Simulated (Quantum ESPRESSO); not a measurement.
# TiC (Fm-3m) in Quantum ESPRESSO: a series of runs

One crystal, TiC, is run at these levels: LDA; tasks: single point, equation of state.

Everything below comes from runs of Quantum ESPRESSO 7.5. Logs are shortened: lines on timing, memory, paths and dates and some standing lists are left out, and cuts for length are marked.

**1. Starting point**

Symmetry: Fm-3m, No. 225, cubic system. Conventional cell: a = 4.331 Å, b = 4.331 Å, c = 4.331 Å, α = 90.00°, β = 90.00°, γ = 90.00°. Around Ti (site symmetry m-3m) lie 6 C at 2.17 Å. C (site symmetry m-3m) has 6 Ti at 2.17 Å as nearest neighbours.

The cell is a database's computed one.

**2. Single point, LDA, 9.55 Å³/atom**

pw.in reads:

```
&CONTROL
  calculation = 'scf'
  prefix = 'pwscf'
  outdir = './tmp'
  pseudo_dir = './pseudo'
  tprnfor = .true.
  tstress = .true.
  disk_io = 'nowf'
/
&SYSTEM
  ibrav = 0
  nat = 2
  ntyp = 2
  ecutwfc = 84
  nbnd = 14
  occupations = 'smearing'
  smearing = 'fd'
  degauss = 0.00367493
/
&ELECTRONS
  conv_thr = 4d-10
  electron_maxstep = 120
  mixing_beta = 0.5
/
ATOMIC_SPECIES
Ti    47.8670 Ti.upf
C     12.0110 C.upf
CELL_PARAMETERS angstrom
   0.0000000000    2.1215080947    2.1215080947
   2.1215080947    0.0000000000    2.1215080947
   2.1215080947    2.1215080947    0.0000000000
ATOMIC_POSITIONS crystal
Ti     0.0000000000    0.0000000000    0.0000000000
C      0.5000000000    0.5000000000    0.5000000000
K_POINTS automatic
11 11 11 0 0 0
```

Potentials or basis: PseudoDojo 0.4.1 SR LDA standard.

On the command line:

```bash
OMP_NUM_THREADS=1 pw.x -in pw.in > pw.out
```

pw.out:

```text
This program is part of the open-source Quantum ESPRESSO suite
     for quantum simulation of materials; please cite
[... 9 lines left out ...]
     --------------------
     sticks:   dense  smooth     PW     G-vecs:    dense   smooth      PW
     Sum         745     745    235                13443    13443    2277

     Using Slab Decomposition

     bravais-lattice index     =            0
     lattice parameter (alat)  =       5.6697  a.u.
     unit-cell volume          =     128.8726 (a.u.)^3
     number of atoms/cell      =            2
     number of atomic types    =            2
     number of electrons       =        16.00
     number of Kohn-Sham states=           14
     kinetic-energy cutoff     =      84.0000  Ry
     charge density cutoff     =     336.0000  Ry
     scf convergence threshold =      4.0E-10
     mixing beta               =       0.5000
     number of iterations used =            8  plain     mixing
     Exchange-correlation= SLA  PW   NOGX NOGC
                           (   1   4   0   0   0   0   0)

     celldm(1)=   5.669680  celldm(2)=   0.000000  celldm(3)=   0.000000
     celldm(4)=   0.000000  celldm(5)=   0.000000  celldm(6)=   0.000000

     crystal axes: (cart. coord. in units of alat)
               a(1) = (   0.000000   0.707107   0.707107 )
               a(2) = (   0.707107   0.000000   0.707107 )
               a(3) = (   0.707107   0.707107   0.000000 )

     reciprocal axes: (cart. coord. in units 2 pi/alat)
               b(1) = ( -0.707107  0.707107  0.707107 )
               b(2) = (  0.707107 -0.707107  0.707107 )
               b(3) = (  0.707107  0.707107 -0.707107 )

     PseudoPot. # 1 for Ti read from file:
     Ti.upf
     Pseudo is Norm-conserving + core correction, Zval = 12.0
     Generated using ONCVPSP code by D. R. Hamann
     Using radial grid of 1568 points,  6 beta functions with:
                l(1) =   0
                l(2) =   0
                l(3) =   1
                l(4) =   1
                l(5) =   2
                l(6) =   2

     PseudoPot. # 2 for C  read from file:
     C.upf
     Pseudo is Norm-conserving + core correction, Zval =  4.0
     Generated using ONCVPSP code by D. R. Hamann
     Using radial grid of 1234 points,  4 beta functions with:
                l(1) =   0
                l(2) =   0
                l(3) =   1
                l(4) =   1

     atomic species   valence    mass     pseudopotential
     Ti               12.00    47.86700     Ti( 1.00)
     C                 4.00    12.01100     C ( 1.00)

     48 Sym. Ops., with inversion, found

   Cartesian axes

     site n.     atom                  positions (alat units)
         1        Ti     tau(   1) = (   0.0000000   0.0000000   0.0000000  )
         2        C      tau(   2) = (   0.7071068   0.7071068   0.7071068  )

     number of k points=    56  Fermi-Dirac smearing, width (Ry)=  0.0037
                       cart. coord. in units 2pi/alat
        k(    1) = (   0.0000000   0.0000000   0.0000000), wk =   0.0015026
        k(    2) = (   0.0642824   0.0642824  -0.0642824), wk =   0.0120210
        k(    3) = (   0.1285649   0.1285649  -0.1285649), wk =   0.0120210
        k(    4) = (   0.1928473   0.1928473  -0.1928473), wk =   0.0120210
        k(    5) = (   0.2571297   0.2571297  -0.2571297), wk =   0.0120210
        k(    6) = (   0.3214122   0.3214122  -0.3214122), wk =   0.0120210
[... 48 lines left out ...]
        k(   55) = (  -0.0642824  -0.4499770   0.7071068), wk =   0.0360631
        k(   56) = (   0.0000000  -0.3856946   0.6428243), wk =   0.0360631

     Dense  grid:    13443 G-vectors     FFT dimensions: (  36,  36,  36)

     Initial potential from superposition of free atoms

     starting charge      15.9986, renormalised to      16.0000
     Starting wfcs are   14 randomized atomic wfcs

     Self-consistent Calculation

     iteration #  1     ecut=    84.00 Ry     beta= 0.50
     Davidson diagonalization with overlap
     ethr =  1.00E-02,  avg # of iterations =  4.0

     total energy              =    -130.56626225 Ry
     estimated scf accuracy    <       0.76502878 Ry

     iteration #  2     ecut=    84.00 Ry     beta= 0.50
     Davidson diagonalization with overlap
     ethr =  4.78E-03,  avg # of iterations =  2.0

     total energy              =    -130.72996877 Ry
     estimated scf accuracy    <       0.97469586 Ry

     iteration #  3     ecut=    84.00 Ry     beta= 0.50
     Davidson diagonalization with overlap
     ethr =  4.78E-03,  avg # of iterations =  1.1
[... 43 lines left out ...]
     total energy              =    -130.89646234 Ry
     estimated scf accuracy    <          2.7E-09 Ry

     iteration # 10     ecut=    84.00 Ry     beta= 0.50
     Davidson diagonalization with overlap
     ethr =  1.66E-11,  avg # of iterations =  2.9

     total energy              =    -130.89646233 Ry
     estimated scf accuracy    <       0.00000001 Ry

     iteration # 11     ecut=    84.00 Ry     beta= 0.50
     Davidson diagonalization with overlap
     ethr =  1.66E-11,  avg # of iterations =  2.4

     End of self-consistent calculation

          k = 0.0000 0.0000 0.0000 (  1687 PWs)   bands (ev):

   -40.2811 -16.5909 -16.5909 -16.5909   3.0016  16.1744  16.1744  16.1744
    17.2789  17.2789  17.2789  17.3858  17.3858  27.0307

          k = 0.0643 0.0643-0.0643 (  1693 PWs)   bands (ev):

   -40.2731 -16.6445 -16.5957 -16.5957   3.2052  15.3365  15.6514  15.6514
    16.5569  16.5569  17.7093  18.9285  18.9285  27.3232

          k = 0.1286 0.1286-0.1286 (  1678 PWs)   bands (ev):

   -40.2514 -16.7864 -16.6086 -16.6086   3.7869  13.8634  14.4509  14.4509
    16.9241  16.9241  18.2004  20.5975  20.5975  27.7403

          k = 0.1928 0.1928-0.1928 (  1664 PWs)   bands (ev):

   -40.2229 -16.9678 -16.6254 -16.6254   4.6673  12.2726  13.4698  13.4698
    17.5308  17.5308  18.6862  22.1673  22.1673  27.0294
[... 83 lines left out ...]
   -40.1662 -17.1663 -16.7778 -16.6897   6.4910  10.1934  12.3724  12.8372
    18.1004  18.7018  19.6931  22.9134  23.1801  26.4320

          k =-0.1286-0.3857 0.3857 (  1679 PWs)   bands (ev):

   -40.1714 -17.1367 -16.7943 -16.6659   6.3540  10.3296  12.5161  12.6789
    18.2345  18.6468  19.6367  22.1327  23.9707  26.4027

          k =-0.0643-0.3214 0.3214 (  1665 PWs)   bands (ev):

   -40.1890 -17.0513 -16.7806 -16.6381   5.6776  11.0982  12.8051  12.8867
    17.6329  18.7279  19.5721  21.1232  24.0492  27.1645

          k = 0.0000-0.2571 0.2571 (  1672 PWs)   bands (ev):

   -40.2133 -16.9462 -16.7301 -16.6149   4.8728  12.1260  13.1924  13.4380
    17.1133  18.3840  19.3112  20.3061  23.3229  28.0232

          k = 0.3857 0.0000-0.0000 (  1696 PWs)   bands (ev):

   -40.2036 -16.9294 -16.7153 -16.7153   4.7808  11.7162  14.5832  15.0898
    15.0898  17.9950  19.6514  19.6514  22.4225  29.6452

          k = 0.4500 0.0643-0.0643 (  1672 PWs)   bands (ev):

   -40.1833 -17.0172 -16.7501 -16.7393   5.1908  11.4524  13.7480  14.7515
    15.6530  18.4461  19.6892  19.9603  22.7628  29.5578

          k = 0.5143 0.1286-0.1286 (  1675 PWs)   bands (ev):

   -40.1655 -17.0852 -16.8045 -16.7458   5.6571  11.3235  12.8931  14.0718
    16.4212  18.9360  19.6391  20.6626  22.7838  28.9027
[... 23 lines left out ...]
   -40.1553 -17.1108 -16.8094 -16.7838   5.4144  11.7447  13.4457  14.9671
    15.7285  18.8245  19.5199  19.6220  22.4011  28.7584

          k =-0.0643-0.5785 0.5785 (  1678 PWs)   bands (ev):

   -40.1480 -17.1034 -16.8818 -16.7738   5.6856  11.9236  12.6420  14.2496
    16.4268  19.0823  19.5239  20.4012  22.0040  29.0796

          k =-0.0000-0.5143 0.5143 (  1670 PWs)   bands (ev):

   -40.1488 -17.0425 -16.9705 -16.7441   6.0207  11.6572  12.1331  13.5479
    17.2801  18.8111  19.6959  21.5993  21.7693  28.8805

          k = 0.6428-0.0000 0.0000 (  1676 PWs)   bands (ev):

   -40.1476 -17.1475 -16.8040 -16.8040   5.3237  12.0032  13.6902  15.5119
    15.5119  18.4713  19.3728  19.3728  22.1377  28.2326

          k =-0.0000-0.6428 0.6428 (  1682 PWs)   bands (ev):

   -40.1449 -17.1440 -16.8320 -16.8003   5.4165  12.0960  13.3231  15.0984
    15.8043  19.1058  19.2611  19.3735  21.9806  28.4638

          k = 0.2571 0.1286 0.0000 (  1675 PWs)   bands (ev):

   -40.2339 -16.8384 -16.6751 -16.6234   4.2188  12.7882  14.2119  14.2977
    16.3703  17.8262  19.0582  19.6781  22.0351  28.4393

          k = 0.3214 0.1928-0.0643 (  1675 PWs)   bands (ev):

   -40.2083 -16.9719 -16.7166 -16.6387   4.9724  11.8142  13.2920  13.6378
    16.8760  18.3275  19.3486  20.6643  23.1621  28.0198

          k = 0.3857 0.2571-0.1286 (  1672 PWs)   bands (ev):

   -40.1848 -17.0981 -16.7405 -16.6609   5.8223  10.8337  12.6718  13.0801
    17.5262  18.6665  19.5919  21.8171  23.7487  26.8688

          k =-0.2571-0.3857 0.5143 (  1683 PWs)   bands (ev):

   -40.1707 -17.1731 -16.7494 -16.6782   6.4869  10.0959  12.4268  12.7319
    18.1888  18.6809  19.7067  22.8312  23.6322  26.1036
[... 13 lines left out ...]
   -40.1627 -17.1101 -16.8266 -16.7218   6.1166  10.8714  12.4711  13.1975
    17.5130  18.8671  19.6256  21.6971  22.9305  27.8154

          k =-0.1286-0.3857 0.5143 (  1674 PWs)   bands (ev):

   -40.1591 -17.1168 -16.8552 -16.7131   6.3529  10.6499  12.3562  12.9302
    18.2603  18.4751  19.6062  22.1709  22.8295  27.4250

          k =-0.0643-0.3214 0.4500 (  1673 PWs)   bands (ev):

   -40.1680 -17.0818 -16.8533 -16.6873   6.1492  10.7727  12.5253  12.8818
    17.8869  18.8326  19.6897  21.2666  23.5821  27.6289

          k = 0.0000-0.2571 0.3857 (  1676 PWs)   bands (ev):

   -40.1863 -17.0293 -16.8019 -16.6581   5.6033  11.2153  12.9487  13.0531
    17.3174  18.8705  19.6985  20.6129  23.7214  28.1128

          k = 0.5143 0.1286 0.0000 (  1682 PWs)   bands (ev):

   -40.1666 -17.0701 -16.7973 -16.7590   5.4548  11.4801  13.3759  14.3271
    16.1459  18.8499  19.6506  19.9158  22.7319  29.4022

          k =-0.1286-0.5143 0.6428 (  1674 PWs)   bands (ev):

   -40.1540 -17.0889 -16.8573 -16.7716   5.7602  11.6067  12.7539  13.7633
    16.8435  19.0773  19.5348  20.4605  22.3878  29.3294

          k =-0.0643-0.4500 0.5785 (  1681 PWs)   bands (ev):

   -40.1496 -17.0582 -16.9357 -16.7579   6.0503  11.5542  12.2572  13.3244
    17.5642  18.7986  19.5767  21.6019  21.7837  28.9266

          k = 0.0000-0.3857 0.5143 (  1669 PWs)   bands (ev):

   -40.1548 -17.0327 -16.9591 -16.7248   6.2230  11.0941  12.2881  13.0083
    18.3330  18.3519  19.7460  21.2137  22.7765  28.4917

          k =-0.0643-0.5785 0.7071 (  1668 PWs)   bands (ev):

   -40.1474 -17.1238 -16.8320 -16.8051   5.5076  11.9837  13.1923  14.4491
    16.2911  19.1915  19.3752  19.5518  22.0763  28.8521

          k =-0.0000-0.5143 0.6428 (  1680 PWs)   bands (ev):

   -40.1452 -17.0918 -16.8926 -16.7949   5.7344  12.1033  12.5871  13.7957
    16.9060  19.1069  19.4391  20.3729  21.7930  29.4737

          k =-0.1928-0.4500 0.7071 (  1680 PWs)   bands (ev):

   -40.1615 -17.0642 -16.8676 -16.7357   5.9317  11.2381  12.6849  13.1830
    17.4254  19.0067  19.6798  20.6179  22.9388  29.0789

          k =-0.1286-0.3857 0.6428 (  1674 PWs)   bands (ev):

   -40.1519 -17.0554 -16.9203 -16.7612   6.1273  11.3592  12.3712  13.0159
    18.0658  18.6347  19.5324  21.3056  22.2321  28.8826

          k =-0.0643-0.4500 0.7071 (  1674 PWs)   bands (ev):

   -40.1467 -17.0598 -16.9066 -16.8053   5.8969  11.9503  12.5740  13.1311
    17.6010  19.0162  19.3849  20.6160  21.8452  30.0603

          k = 0.0000-0.3857 0.6428 (  1670 PWs)   bands (ev):

   -40.1459 -17.0035 -16.9749 -16.8008   6.0365  12.0264  12.2224  12.9147
    18.1882  18.6419  19.4115  21.3287  21.3655  29.7919

     the Fermi energy is    15.5759 ev

!    total energy              =    -130.89646234 Ry
     estimated scf accuracy    <          7.4E-11 Ry
     smearing contrib. (-TS)   =      -0.00019780 Ry
     internal energy E=F+TS    =    -130.89626454 Ry

     The total energy is F=E-TS. E is the sum of the following terms:
     one-electron contribution =     -26.69251539 Ry
     hartree contribution      =      22.00365854 Ry
     xc contribution           =     -21.67039021 Ry
     ewald contribution        =    -104.53701749 Ry

     convergence has been achieved in  11 iterations

     Forces acting on atoms (cartesian axes, Ry/au):

     atom    1 type  1   force =    -0.00000000    0.00000000   -0.00000000
     atom    2 type  2   force =    -0.00000000    0.00000000   -0.00000000

     Total force =     0.000000     Total SCF correction =     0.000000

     Computing stress (Cartesian axis) and pressure

          total   stress  (Ry/bohr**3)                   (kbar)     P=       41.01
   0.00027876   0.00000000   0.00000000           41.01        0.00        0.00
   0.00000000   0.00027876   0.00000000            0.00       41.01        0.00
   0.00000000   0.00000000   0.00027876            0.00        0.00       41.01

=------------------------------------------------------------------------------=
   JOB DONE.
=------------------------------------------------------------------------------=
```

Run time: 19 s. Hardware: 1 thread of Arm Neoverse V2, shared host; peak memory 0.05 GiB.

What came out:

| Item | Value |
| --- | --- |
| Free energy | -1780.9371 eV |
| Pressure | 4.1 GPa |
| Band gap on the k mesh | none (metal or under the smearing width) |

**3. Single point, LDA, 9.75 Å³/atom**

pw.in, as its differences from that of step 2:

```diff
@@ -28,5 +28,5 @@
 CELL_PARAMETERS angstrom
-   0.0000000000    2.1215080947    2.1215080947
-   2.1215080947    0.0000000000    2.1215080947
-   2.1215080947    2.1215080947    0.0000000000
+   0.0000000000    2.1364487848    2.1364487848
+   2.1364487848    0.0000000000    2.1364487848
+   2.1364487848    2.1364487848    0.0000000000
 ATOMIC_POSITIONS crystal
```

Potentials or basis: PseudoDojo 0.4.1 SR LDA standard.

On the command line:

```bash
OMP_NUM_THREADS=1 pw.x -in pw.in > pw.out
```

It took 20 s on 1 thread of Arm Neoverse V2, shared host; peak memory 0.05 GiB.

It converged, with:

```
Free energy            : -1780.9398 eV
Pressure               : -1.9 GPa
Band gap on the k mesh : none (metal or under the smearing width)
```

**4. Single point, LDA, 9.95 Å³/atom**

pw.in, as its differences from that of step 3:

```diff
@@ -28,5 +28,5 @@
 CELL_PARAMETERS angstrom
-   0.0000000000    2.1364487848    2.1364487848
-   2.1364487848    0.0000000000    2.1364487848
-   2.1364487848    2.1364487848    0.0000000000
+   0.0000000000    2.1511833799    2.1511833799
+   2.1511833799    0.0000000000    2.1511833799
+   2.1511833799    2.1511833799    0.0000000000
 ATOMIC_POSITIONS crystal
```

On the command line:

```bash
OMP_NUM_THREADS=1 pw.x -in pw.in > pw.out
```

Wall time 20 s (1 thread of Arm Neoverse V2, shared host); peak memory 0.06 GiB.

The run converged. Its results:

```yaml
Free_energy: -1780.9280 eV
Pressure: -7.4 GPa
Band_gap_on_the_k_mesh: none (metal or under the smearing width)
```

**5. Single point, LDA, 10.16 Å³/atom**

pw.in, as its differences from that of step 4:

```diff
@@ -28,5 +28,5 @@
 CELL_PARAMETERS angstrom
-   0.0000000000    2.1511833799    2.1511833799
-   2.1511833799    0.0000000000    2.1511833799
-   2.1511833799    2.1511833799    0.0000000000
+   0.0000000000    2.1657188437    2.1657188437
+   2.1657188437    0.0000000000    2.1657188437
+   2.1657188437    2.1657188437    0.0000000000
 ATOMIC_POSITIONS crystal
```

On the command line:

```bash
OMP_NUM_THREADS=1 pw.x -in pw.in > pw.out
```

Run time: 20 s. Hardware: 1 thread of Arm Neoverse V2, shared host; peak memory 0.06 GiB.

It converged, with:

- Free energy: -1780.9031 eV
- Pressure: -12.3 GPa
- Band gap on the k mesh: none (metal or under the smearing width)

**6. Single point, LDA, 10.36 Å³/atom**

pw.in, as its differences from that of step 5:

```diff
@@ -28,5 +28,5 @@
 CELL_PARAMETERS angstrom
-   0.0000000000    2.1657188437    2.1657188437
-   2.1657188437    0.0000000000    2.1657188437
-   2.1657188437    2.1657188437    0.0000000000
+   0.0000000000    2.1800617706    2.1800617706
+   2.1800617706    0.0000000000    2.1800617706
+   2.1800617706    2.1800617706    0.0000000000
 ATOMIC_POSITIONS crystal
```

Potentials or basis: PseudoDojo 0.4.1 SR LDA standard.

On the command line:

```bash
OMP_NUM_THREADS=1 pw.x -in pw.in > pw.out
```

Run time: 21 s. Hardware: 1 thread of Arm Neoverse V2, shared host; peak memory 0.06 GiB.

The run converged. Its results:

```yaml
Free_energy: -1780.8665 eV
Pressure: -16.7 GPa
Band_gap_on_the_k_mesh: none (metal or under the smearing width)
```

**7. Single point, LDA, 10.56 Å³/atom**

pw.in, as its differences from that of step 6:

```diff
@@ -28,5 +28,5 @@
 CELL_PARAMETERS angstrom
-   0.0000000000    2.1800617706    2.1800617706
-   2.1800617706    0.0000000000    2.1800617706
-   2.1800617706    2.1800617706    0.0000000000
+   0.0000000000    2.1942184125    2.1942184125
+   2.1942184125    0.0000000000    2.1942184125
+   2.1942184125    2.1942184125    0.0000000000
 ATOMIC_POSITIONS crystal
```

On the command line:

```bash
OMP_NUM_THREADS=1 pw.x -in pw.in > pw.out
```

It took 21 s on 1 thread of Arm Neoverse V2, shared host; peak memory 0.06 GiB.

The run converged. Its results:

```yaml
Free_energy: -1780.8192 eV
Pressure: -20.6 GPa
Band_gap_on_the_k_mesh: none (metal or under the smearing width)
```

**8. Single point, LDA, 10.77 Å³/atom**

pw.in, as its differences from that of step 7:

```diff
@@ -28,5 +28,5 @@
 CELL_PARAMETERS angstrom
-   0.0000000000    2.1942184125    2.1942184125
-   2.1942184125    0.0000000000    2.1942184125
-   2.1942184125    2.1942184125    0.0000000000
+   0.0000000000    2.2081947028    2.2081947028
+   2.2081947028    0.0000000000    2.2081947028
+   2.2081947028    2.2081947028    0.0000000000
 ATOMIC_POSITIONS crystal
```

On the command line:

```bash
OMP_NUM_THREADS=1 pw.x -in pw.in > pw.out
```

It took 21 s on 1 thread of Arm Neoverse V2, shared host; peak memory 0.06 GiB.

Results (log left out):

* Free energy: -1780.7623 eV
* Pressure: -24.2 GPa
* Band gap on the k mesh: none (metal or under the smearing width)

**9. Equation of state, LDA**

Potentials or basis: PseudoDojo 0.4.1 SR LDA standard.

No new run: the results of the series are fitted here.

What came out:

```
Equilibrium volume                      : 9.69 Å³/atom
Bulk modulus                            : 283 GPa
Pressure derivative of the bulk modulus : 4.0
```

Energy against volume, from the lowest point:
```
volume (Å³/atom)  energy (meV/atom)
           9.548               1.37
           9.752               0.00
           9.955               5.90
          10.158              18.35
          10.361              36.69
          10.564              60.34
          10.767              88.76
```
